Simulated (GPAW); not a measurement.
Input of a GPAW 26.7.0 run:

The input run.py:

```python
import numpy as np
from ase import Atoms
from ase.dft.bandgap import bandgap
from ase.io import write
from gpaw import GPAW, PW
from gpaw.response.df import DielectricFunction

atoms = Atoms(['Zn', 'S'],
              cell=[[0.0, 2.702, 2.702],
                    [2.702, 0.0, 2.702],
                    [2.702, 2.702, 0.0]],
              scaled_positions=[[0.75, 0.75, 0.75],
                                [0.0, 0.0, 0.0]],
              pbc=True)

calc = GPAW(mode=PW(450),
            xc='PBE',
            kpts={'size': (7, 7, 7), 'gamma': True},
            occupations={'name': 'fermi-dirac', 'width': 0.001},
            nbands=18,
            convergence={'density': 1e-06},
            maxiter=150,
            txt='gpaw.txt')
atoms.calc = calc
energy = atoms.get_potential_energy()
calc.write('gs.gpw')
write('result.traj', atoms)
print(f'Energy: {energy:.6f} eV')
print('Fermi level:', round(calc.get_fermi_level(), 4), 'eV')
print(f'Gap: {bandgap(calc)[0]:.4f} eV, direct: {bandgap(calc, direct=True)[0]:.4f} eV')

for size in [(15, 15, 15), (21, 21, 21)]:
    name = 'x'.join(str(n) for n in size)
    dense = calc.fixed_density(kpts={'size': size, 'gamma': True},
                               nbands=35, convergence={'bands': 29, 'eigenstates': 1e-7},
                               update_fermi_level=True, txt=f'dense-{name}.txt')
    dense.write(f'{name}.gpw', mode='all')
    df = DielectricFunction(f'{name}.gpw', frequencies=np.array([0.0]), hilbert=False, eta=0.001,
                            ecut=80, nbands=29, intraband=False, txt=f'df-{name}.txt')
    for xc in ['RPA', 'LR0.2', 'ALDA_X']:
        for direction in ['x', 'y', 'z', [0, 1, 1], [1, 0, 1], [1, 1, 0]]:
            e0, e = df.get_macroscopic_dielectric_constant(xc=xc, direction=direction)
            print(f'{name} {xc} {direction}: {e0:.4f} without, {e:.4f} with local fields')
```

Potentials or basis: GPAW PAW data sets (gpaw-data 1.2.1), pw.

Command:

```bash
$ OMP_NUM_THREADS=1 python run.py
```

(1) What does it give for the electronic dielectric tensor (diagonal)?

(2) Predict the band gap on the k mesh.

## Answers

(1) 5.57.

(2) 2.11 eV, direct.

Caveat: the long-wavelength limit can be off by several per cent where d states take part; an odd mesh through Γ misses points on the zone boundary, where band edges often lie.

**Experimental background.**

From a printed reference work, monograph, for a bulk crystal of ZnS: high-frequency dielectric constant 5.14.

The gap isn't set beside the measured one, since this odd mesh misses points on the zone boundary. A measured high-frequency dielectric constant of ZnS is 5.14 (a printed reference work, monograph); the calculated 5.57 misses it by +8.3 %.
